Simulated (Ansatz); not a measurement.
# Al3Cu: how the free axis answers a strain

Al3Cu, P4/mmm, a = 2.774 Å, c = 7.592 Å. The structure is a Materials Project entry; whether it is the stable form wasn't checked. Ansatz: r2SCAN, PAW, 500 eV, Γ-centred 18×18×8 mesh on 4 atoms, Gaussian smearing 0.10 eV; no spin polarisation. Series: biaxial strain in the a-b plane, c and atoms relaxed; x is the strain in per cent. y is the change of c in per cent of 7.592 Å.

| x (%) | y (%) |
| --- | --- |
| -3.0 | ? |
| -2.0 | 0.75 |
| -1.0 | 0.34 |
| 0.0 | 0.00 |
| 1.0 | -0.53 |
| 2.0 | -1.18 |
| 3.0 | -1.89 |

Q: Fit y = c1 x + c2 x² to the other rows, say what c1 measures, and predict the missing y.

A: Least squares on the rows shown. y = −0.4706 x − 0.05404 x². With no stress along c, c1 = −2C13/C33 = -0.471. At x = -3.0 the fit asked for gives 0.93 %. The run gave 1.26 %, so the fit is 0.33 % too low, 10 % of the span of the series, against an rms of 0.04 % on the fitted rows. The row lies outside the fitted range. With a term in x³ added, a fit to the same known rows predicts 0.95 %, no real gain.